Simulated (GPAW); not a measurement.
**YN: single point with PBE+U**

Crystal: YN.

```
Y N
1.0
     3.44856    0.00000    0.00000
     1.72428    2.98654    0.00000
     1.72428    0.99551    2.81574
Y N
1 1
Direct
  0.00000 0.00000 0.00000
  0.50000 0.50000 0.50000
```

```yaml
Program: GPAW 26.7.0
Task: single point
Functional: PBE
Potentials_or_basis: GPAW PAW data sets (gpaw-data 1.2.1)
Cutoff: 650 eV
Basis: pw
k_mesh: 8 × 8 × 8
Occupations: fermi-dirac, width 0.05 eV
Spin: no spin polarisation
Hubbard_terms: Y d U = 3.5 eV
```

```yaml
Pressure: 9.1 GPa
Band_gap_on_the_k_mesh: 0.85 eV, indirect (least direct gap 1.29 eV)
```

Levels at points of the mesh, in eV from the valence-band top:
```csv
k point,band 5,band 6,band 7,band 8,band 9,band 10,band 11,band 12
"(0.00, 0.00, 0.00)",-12.96,0.00,0.00,0.00,3.93,4.24,4.24,4.24
"(0.50, 0.50, 0.00)",-12.40,-1.67,-0.44,-0.44,0.85,8.04,8.13,9.84
"(0.50, 0.50, 0.50)",-11.18,-4.10,-2.00,-2.00,6.33,6.57,7.90,7.90
```

Wall time 11 s on 1 thread of Arm Neoverse V2, with other jobs on the host, peak memory 0.15 GiB.

Caveat: the cutoff is short for stress and forces, so pressures can be off by a GPa or more. A k mesh can miss the band edges.
